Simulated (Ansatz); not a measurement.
Runs of Ansatz 0.2.0 on CO2. It takes space group Cmce (No. 64, orthorhombic). Conventional cell: a = 5.272 Å, b = 4.775 Å, c = 6.587 Å, α = 90.00°, β = 90.00°, γ = 90.00°. O (site symmetry m) is surrounded by 1 C at 1.17 Å. C (site symmetry 2/m) has 2 O at 1.17 Å as nearest neighbours. The cell comes from a database or a generator and needn't be the stable form of this composition.

| cell | target pressure (GPa) | gap on the mesh (eV) | pressure (GPa) |
| --- | --- | --- | --- |
| relaxed to 10 GPa | 10 | (a) | 10.0 |
| relaxed to 2 GPa | 2 | 6.58 | 2.0 |
| relaxed | 0 | 6.52 | 0.0 |
| relaxed to 5 GPa | 5 | 6.42 | 5.0 |
| relaxed to 30 GPa | 30 | (b) | 30.0 |

Alike in all rows: task relaxation of cell and atoms; level PBEsol; potentials or basis Ansatz PAW; no spin polarisation; k mesh 8 × 8 × 4; cutoff (eV) 420; smearing fermi-dirac 0.05 eV.

Task: Fill in the values left out.

Result: (a) 5.95; (b) 4.89.

Caveats: the plane-wave basis is chosen anew once the cell has moved, so the energies of steps on either side of that aren't comparable; the PAW data sets come from PBE, with cores solved anew for the run's functional, which leaves a small shift of forces and pressure.

A k mesh can miss the band edges.
